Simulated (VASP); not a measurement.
# ZnS (F-43m) in VASP: notebook

Runs on ZnS. Level: PBE. Tasks: single point.

Everything below comes from runs of VASP 6.6.1. Logs are shortened: lines on timing, memory, paths and dates and some standing lists are left out, and cuts for length are marked.

## (1) The structure

Symmetry: F-43m, No. 216, cubic system. Conventional cell: a = 5.404 Å, b = 5.404 Å, c = 5.404 Å, α = 90.00°, β = 90.00°, γ = 90.00°. Zn (site symmetry -43m) has 4 S at 2.34 Å as nearest neighbours. Around S (site symmetry -43m) lie 4 Zn at 2.34 Å.

## (2) Single point, PBE, spin-orbit coupling, no magnetisation

INCAR reads:

```
SYSTEM = ZnS
ALGO = Normal
EDIFF = 1E-7
ENCUT = 280
GGA = PE
GGA_COMPAT = .False.
ISIF = 2
ISMEAR = 0
LASPH = .True.
LCHARG = .False.
LORBIT = 11
LREAL = .False.
LSORBIT = .True.
LWAVE = .False.
MAGMOM = 0 0 0 0 0 0
NBANDS = 34
NELM = 100
PREC = Accurate
SIGMA = 0.02
```

KPOINTS reads:

```
k-points
0
Gamma
  4 4 4
  0 0 0
```

POSCAR reads:

```
ZnS
1.0
    0.0000000000      2.7020000000      2.7020000000
    2.7020000000      0.0000000000      2.7020000000
    2.7020000000      2.7020000000      0.0000000000
Zn S
1 1
Direct
    0.7500000000      0.7500000000      0.7500000000
    0.0000000000      0.0000000000      0.0000000000
```

Potentials or basis: VASP PAW PBE potentials, release 64 (Zn, S).

Started as:

```
cat potpaw_PBE.64/Zn/POTCAR potpaw_PBE.64/S/POTCAR > POTCAR
mpirun -np 1 vasp_ncl > vasp.out
```

OUTCAR:

```text
SYSTEM = ZnS
   EDIFF = 1E-7
   ENCUT = 280
   GGA = PE
   ISIF = 2
   ISMEAR = 0
   LASPH = .True.
   LORBIT = 11
   LREAL = .False.
   LSORBIT = .True.
   NELM = 100
   PREC = Accurate

 Found     10 irreducible k-points:

 Following reciprocal coordinates:
            Coordinates               Weight
  0.000000  0.000000  0.000000      1.000000
  0.250000  0.000000  0.000000      4.000000
 -0.250000  0.000000  0.000000      4.000000
  0.500000  0.000000  0.000000      4.000000
  0.250000  0.250000  0.000000      6.000000
  0.500000  0.250000  0.000000     12.000000
   k-points           NKPTS =     10   k-points in BZ     NKDIM =     10   number of bands    NBANDS=     34
   number of dos      NEDOS =    301   number of ions     NIONS =      2
   total plane-waves  NPLWV =  13824
   dimension x,y,z NGX =    24 NGY =   24 NGZ =   24
   dimension x,y,z NGXF=    48 NGYF=   48 NGZF=   48
   ions per type =               1   1
   NGX,Y,Z   is equivalent  to a cutoff of  10.44, 10.44, 10.44 a.u.
   NGXF,Y,Z  is equivalent  to a cutoff of  20.88, 20.88, 20.88 a.u.
 SYSTEM =  ZnS
   PREC   = accura    normal or accurate (medium, high low for compatibility)
   ISTART =      0    job   : 0-new  1-cont  2-samecut
   ICHARG =      2    charge: 1-file 2-atom 10-const
   ISPIN  =      1    spin polarized calculation?
   LNONCOLLINEAR =      T non collinear calculations
   LSORBIT =      T    spin-orbit coupling
   LASPH  =      T    aspherical Exc in radial PAW
   ENCUT  =  280.0 eV  20.58 Ry    4.54 a.u.   5.21  5.21  5.21*2*pi/ulx,y,z
   NELM   =    100;   NELMIN=  2; NELMDL= -5     # of ELM steps
   EDIFF  = 0.1E-06   stopping-criterion for ELM
   LREAL  =      F    real-space projection
   EDIFFG = 0.1E-05   stopping-criterion for IOM
   NSW    =      0    number of steps for IOM
   IBRION =     -1    ionic relax: 0-MD 1-quasi-New 2-CG
   NFREE  =      0    steps in history (QN), initial steepest desc. (CG)
   ISIF   =      2    stress and relaxation
   ISYM   =      2    0-nonsym 1-usesym 2-fastsym
   POTIM  = 0.5000    time-step for ionic-motion
   TEBEG  =    0.0;   TEEND  =   0.0 temperature during run
   PSTRESS=    0.0 pullay stress
   NELECT =      18.0000    total number of electrons
   NUPDOWN=      -1.0000    fix difference up-down
   EMIN   =  10.00;   EMAX   =-10.00  energy-range for DOS
   EFERMI =   0.00;   METHOD = LEGACY
   ISMEAR =     0;   SIGMA  =   0.02  broadening in eV -4-tet -1-fermi 0-gaus
   EFERMI_NEDOS =   21; number of points for ismear=-14 and -15
   IALGO  =     38    algorithm
   IMIX   =      4    mixing-type and parameters
     AMIX     =   0.40;   BMIX     =  1.00
     AMIX_MAG =   1.60;   BMIX_MAG =  1.00
  volume/ion in A,a.u.               =      19.73       133.12
  Fermi-wavevector in a.u.,A,eV,Ry     =   1.260290  2.381602 21.610537  1.588330
  Thomas-Fermi vector in A             =   2.393807
   LORBIT       =     11    0 simple, 1 ext, 2 COOP (PROOUT), +10 PAW based schemes
   GGA     = PE    functional components
   LHFCALC =     F    Hartree Fock is set to
   AEXX    =    0.0000 exact exchange contribution
   IVDW    =     0    specifies the selected vdW correction
   LEPSILON=     F    determine dielectric tensor
   LRPA    =     F    only Hartree local field effects (RPA)
 Gauss-broadening in eV      SIGMA  =   0.02
  energy-cutoff  :      280.00
  volume of cell :       39.45
 maximum number of plane-waves:       888
 NGX is ok and might be reduce to    24
   NGX = 11   NGY = 11   NGZ = 11

 number of electron      18.0000000 magnetization       0.0000000      0.0000000      0.0000000

 number of electron      17.9999961 magnetization      -0.0000000     -0.0000000     -0.0000000

 number of electron      17.9999961 magnetization       0.0000000     -0.0000000     -0.0000000

 number of electron      17.9999961 magnetization      -0.0000000      0.0000000      0.0000000

 Free energy of the ion-electron system (eV)
  ---------------------------------------------------
  ext. energy  EPLUGINS =         0.00000000
  ---------------------------------------------------
  free energy    TOTEN  =        -6.79429367 eV

  energy without entropy =       -6.79429367  energy(sigma->0) =       -6.79429367

 E-fermi :   2.2954     XC(G=0):  -9.6204

 val. band max:        2.1579562178   @ k =   0.0000   0.0000   0.0000
 cond. band min:       4.2344681298   @ k =   0.0000   0.0000   0.0000
 fundamental gap:      2.0765119121
 Fermi energy:         2.2953755493

 k-point     1 :       0.0000    0.0000    0.0000
  band No.  band energies     occupation
      1     -11.0087      1.00000
      2     -11.0087      1.00000
      3      -4.3215      1.00000
      4      -4.3215      1.00000
      5      -4.3215      1.00000
      6      -4.3215      1.00000
[... 22 lines left out ...]
     29      13.9411      0.00000
     30      13.9411      0.00000

 k-point     2 :       0.2500    0.0000    0.0000
  band No.  band energies     occupation
      1     -10.5858      1.00000
      2     -10.5858      1.00000
      3      -4.3001      1.00000
      4      -4.2587      1.00000
      5      -4.2485      1.00000
      6      -4.2485      1.00000
[... 22 lines left out ...]
     29      13.1284      0.00000
     30      13.1446      0.00000

 k-point     3 :      -0.2500    0.0000    0.0000
  band No.  band energies     occupation
      1     -10.5858      1.00000
      2     -10.5858      1.00000
      3      -4.3001      1.00000
      4      -4.2587      1.00000
      5      -4.2485      1.00000
      6      -4.2485      1.00000
[... 22 lines left out ...]
     29      13.1284      0.00000
     30      13.1446      0.00000

 k-point     4 :       0.5000    0.0000    0.0000
  band No.  band energies     occupation
      1     -10.0785      1.00000
      2     -10.0785      1.00000
      3      -4.2531      1.00000
      4      -4.2531      1.00000
      5      -4.0015      1.00000
      6      -4.0015      1.00000
[... 22 lines left out ...]
     29      15.5639      0.00000
     30      15.5639      0.00000

 k-point     5 :       0.2500    0.2500    0.0000
  band No.  band energies     occupation
      1     -10.4441      1.00000
      2     -10.4441      1.00000
      3      -4.3325      1.00000
      4      -4.3325      1.00000
      5      -4.1811      1.00000
      6      -4.1811      1.00000
[... 22 lines left out ...]
     29      14.6993      0.00000
     30      14.6993      0.00000

 k-point     6 :       0.5000    0.2500    0.0000
  band No.  band energies     occupation
      1      -9.9350      1.00000
      2      -9.9331      1.00000
      3      -4.2580      1.00000
      4      -4.1826      1.00000
      5      -4.0693      1.00000
      6      -3.9377      1.00000
[... 22 lines left out ...]
     29      15.6912      0.00000
     30      15.6950      0.00000

 [... further k-points ...]

 [bands above 30 left out]

------------------------ aborting loop because EDIFF is reached ----------------------------------------

  FORCE on cell =-STRESS in cart. coord.  units (eV):
  Direction    XX          YY          ZZ          XY          YZ          ZX
  --------------------------------------------------------------------------------------
  -------------------------------------------------------------------------------------
  Total        0.2830707      0.2830707      0.2830707     -0.0000000      0.0000000      0.0000000
  in kB       11.4952793     11.4952793     11.4952793     -0.0000000      0.0000000      0.0000000
  external PRESSURE =      11.4952793 kB  Pullay stress =       0.0000000 kB

 VOLUME and BASIS-vectors are now :
 -----------------------------------------------------------------------------
  energy-cutoff  :      280.00
  volume of cell :       39.45
      direct lattice vectors                 reciprocal lattice vectors
     0.000000000  2.702000000  2.702000000    -0.185048113  0.185048113  0.185048113
     2.702000000  0.000000000  2.702000000     0.185048113 -0.185048113  0.185048113
     2.702000000  2.702000000  0.000000000     0.185048113  0.185048113 -0.185048113

 POSITION                                       TOTAL-FORCE (eV/Angst)
 -----------------------------------------------------------------------------------
      4.05300      4.05300      4.05300         0.000000      0.000000      0.000000
      0.00000      0.00000      0.00000        -0.000000     -0.000000     -0.000000
 -----------------------------------------------------------------------------------
    total drift:                                0.000002      0.000002      0.000002

  FREE ENERGIE OF THE ION-ELECTRON SYSTEM (eV)
  ---------------------------------------------------
  free  energy   TOTEN  =        -6.7942936658 eV

  energy  without entropy=       -6.7942936658  energy(sigma->0) =       -6.79429367

 Spin-Orbit-Coupling matrix elements

 Ion:    1  E_soc:     -0.0081682
 l=   1
     0.0000000    -0.0004114    -0.0004114
    -0.0004114     0.0000000    -0.0004114
    -0.0004114    -0.0004114     0.0000000
 l=   2
     0.0000000    -0.0001943     0.0000000    -0.0001943    -0.0007556
    -0.0001943     0.0000000    -0.0005667    -0.0001943    -0.0001889
     0.0000000    -0.0005667     0.0000000    -0.0005667     0.0000000
    -0.0001943    -0.0001943    -0.0005667     0.0000000    -0.0001889
    -0.0007556    -0.0001889     0.0000000    -0.0001889     0.0000000
 l=   3
     0.0000000     0.0000000     0.0000000     0.0000000     0.0000000     0.0000000     0.0000000
     0.0000000     0.0000000     0.0000000     0.0000000     0.0000000     0.0000000     0.0000000
     0.0000000     0.0000000     0.0000000     0.0000000     0.0000000     0.0000000     0.0000000
     0.0000000     0.0000000     0.0000000     0.0000000     0.0000000     0.0000000     0.0000000
     0.0000000     0.0000000     0.0000000     0.0000000     0.0000000     0.0000000     0.0000000
     0.0000000     0.0000000     0.0000000     0.0000000     0.0000000     0.0000000     0.0000000
     0.0000000     0.0000000     0.0000000     0.0000000     0.0000000     0.0000000     0.0000000

 Ion:    2  E_soc:     -0.0017444
 l=   1
     0.0000000    -0.0002907    -0.0002907
    -0.0002907     0.0000000    -0.0002907
    -0.0002907    -0.0002907     0.0000000
 l=   2
     0.0000000     0.0000000     0.0000000     0.0000000     0.0000000
     0.0000000     0.0000000     0.0000000     0.0000000     0.0000000
     0.0000000     0.0000000     0.0000000     0.0000000     0.0000000
     0.0000000     0.0000000     0.0000000     0.0000000     0.0000000
     0.0000000     0.0000000     0.0000000     0.0000000     0.0000000
 l=   3
     0.0000000     0.0000000     0.0000000     0.0000000     0.0000000     0.0000000     0.0000000
     0.0000000     0.0000000     0.0000000     0.0000000     0.0000000     0.0000000     0.0000000
     0.0000000     0.0000000     0.0000000     0.0000000     0.0000000     0.0000000     0.0000000
     0.0000000     0.0000000     0.0000000     0.0000000     0.0000000     0.0000000     0.0000000
     0.0000000     0.0000000     0.0000000     0.0000000     0.0000000     0.0000000     0.0000000
     0.0000000     0.0000000     0.0000000     0.0000000     0.0000000     0.0000000     0.0000000
     0.0000000     0.0000000     0.0000000     0.0000000     0.0000000     0.0000000     0.0000000

 total charge

# of ion       s       p       d       tot
------------------------------------------
    1        0.516   0.478   9.796  10.789
    2        1.311   2.458   0.000   3.769
--------------------------------------------------
tot          1.826   2.937   9.796  14.559

 magnetization (x)

# of ion       s       p       d       tot
------------------------------------------
    1       -0.000   0.000  -0.000   0.000
    2       -0.000   0.000   0.000  -0.000
--------------------------------------------------
tot         -0.000   0.000  -0.000   0.000

 magnetization (y)

# of ion       s       p       d       tot
------------------------------------------
    1       -0.000   0.000  -0.000  -0.000
    2       -0.000   0.000   0.000  -0.000
--------------------------------------------------
tot         -0.000   0.000  -0.000  -0.000

 magnetization (z)

# of ion       s       p       d       tot
------------------------------------------
    1        0.000  -0.000   0.000   0.000
    2        0.000  -0.000   0.000  -0.000
--------------------------------------------------
tot          0.000  -0.000   0.000   0.000
```

Wall time 9.1 s (1 thread of AMD EPYC 9R45 (Zen 5), shared host); peak memory 0.16 GiB.

These settings aren't checked as converged: the numbers below hold their error.

What came out:

| Quantity | Value |
| --- | --- |
| Free energy | -6.7943 eV |
| Valence electrons inside the program's atomic spheres | Zn 10.79; S 3.77 |

Caveat: the k mesh is coarse (spacing up to 0.50 Å⁻¹), so the values aren't converged; the cutoff is under 1.25 times the usual one of these potentials, so pressure, stress and relaxed cells hold a basis-set (Pulay) error.

## (3) Single point, PBE, spin-orbit coupling, no magnetisation

Edit INCAR of step 2 so:

```diff
@@ -3,3 +3,3 @@
 EDIFF = 1E-7
-ENCUT = 280
+ENCUT = 400
 GGA = PE
```

KPOINTS reads:

```
k-points
0
Gamma
  3 3 3
  0 0 0
```

POSCAR is that of step 2.

Potentials or basis: VASP PAW PBE potentials, release 64 (Zn, S).

Started as:

```
cat potpaw_PBE.64/Zn/POTCAR potpaw_PBE.64/S/POTCAR > POTCAR
mpirun -np 1 vasp_ncl > vasp.out
```

It took 8.9 s on 1 thread of AMD EPYC 9R45 (Zen 5), shared host; peak memory 0.2 GiB.

The run converged, but some of its settings lie outside the range that counts as converged, so its numbers aren't taken as properties of the crystal.

What came out:

```yaml
Free_energy: -6.6316 eV
Pressure: 2.8 GPa
Valence_electrons_inside_the_program's_atomic_spheres: Zn 10.79; S 3.77
```

Caveat: the k mesh is coarse (spacing up to 0.67 Å⁻¹), so the values aren't converged.

## (4) Single point, PBE, spin-orbit coupling, no magnetisation

Edit INCAR of step 3 so:

```diff
@@ -3,3 +3,3 @@
 EDIFF = 1E-7
-ENCUT = 400
+ENCUT = 520
 GGA = PE
```

KPOINTS is that of step 3.

POSCAR is that of step 3.

Started as:

```
cat potpaw_PBE.64/Zn/POTCAR potpaw_PBE.64/S/POTCAR > POTCAR
mpirun -np 1 vasp_ncl > vasp.out
```

Run time: 9.1 s. Hardware: 1 thread of AMD EPYC 9R45 (Zen 5), shared host; peak memory 0.21 GiB.

The run converged, but some of its settings lie outside the range that counts as converged, so its numbers aren't taken as properties of the crystal.

Results:

```yaml
Free_energy: -6.6332 eV
Pressure: 3.0 GPa
Valence_electrons_inside_the_program's_atomic_spheres: Zn 10.79; S 3.77
```

Caveat: the k mesh is coarse (spacing up to 0.67 Å⁻¹), so the values aren't converged.

## (5) Single point, PBE, spin-orbit coupling, no magnetisation

Edit INCAR of step 4 so:

```diff
@@ -3,3 +3,3 @@
 EDIFF = 1E-7
-ENCUT = 520
+ENCUT = 650
 GGA = PE
```

KPOINTS is that of step 4.

POSCAR is that of step 4.

Started as:

```
cat potpaw_PBE.64/Zn/POTCAR potpaw_PBE.64/S/POTCAR > POTCAR
mpirun -np 1 vasp_ncl > vasp.out
```

Run time: 13 s. Hardware: 1 thread of AMD EPYC 9R45 (Zen 5), shared host; peak memory 0.27 GiB.

The run converged, but some of its settings lie outside the range that counts as converged, so its numbers aren't taken as properties of the crystal.

What came out:

- Free energy: -6.6332 eV
- Pressure: 3.0 GPa
- Valence electrons inside the program's atomic spheres: Zn 10.79; S 3.77

Caveat: the k mesh is coarse (spacing up to 0.67 Å⁻¹), so the values aren't converged.

## (6) Single point, PBE, spin-orbit coupling, no magnetisation

Edit INCAR of step 5 so:

```diff
@@ -3,3 +3,3 @@
 EDIFF = 1E-7
-ENCUT = 650
+ENCUT = 280
 GGA = PE
```

KPOINTS reads:

```
k-points
0
Gamma
  5 5 5
  0 0 0
```

POSCAR is that of step 5.

Potentials or basis: VASP PAW PBE potentials, release 64 (Zn, S).

Started as:

```
cat potpaw_PBE.64/Zn/POTCAR potpaw_PBE.64/S/POTCAR > POTCAR
mpirun -np 1 vasp_ncl > vasp.out
```

It took 11 s on 1 thread of AMD EPYC 9R45 (Zen 5), shared host; peak memory 0.16 GiB.

The run converged, but some of its settings lie outside the range that counts as converged, so its numbers aren't taken as properties of the crystal.

What came out:

| Item | Value |
| --- | --- |
| Free energy | -6.8296 eV |
| Valence electrons inside the program's atomic spheres | Zn 10.79; S 3.77 |

Caveat: the k mesh is coarse (spacing up to 0.40 Å⁻¹), so the values aren't converged; the cutoff is under 1.25 times the usual one of these potentials, so pressure, stress and relaxed cells hold a basis-set (Pulay) error.

## (7) The reference run

An earlier run on the cell as given: functional PBEsol; potentials or basis VASP PAW PBE potentials, release 64 (Zn, S); cutoff 520 eV; k mesh 9 × 9 × 9; occupations fermi-dirac, width 0.05 eV; no spin polarisation.

- Pressure: -1.8 GPa
- Band gap on the k mesh: 1.98 eV, direct
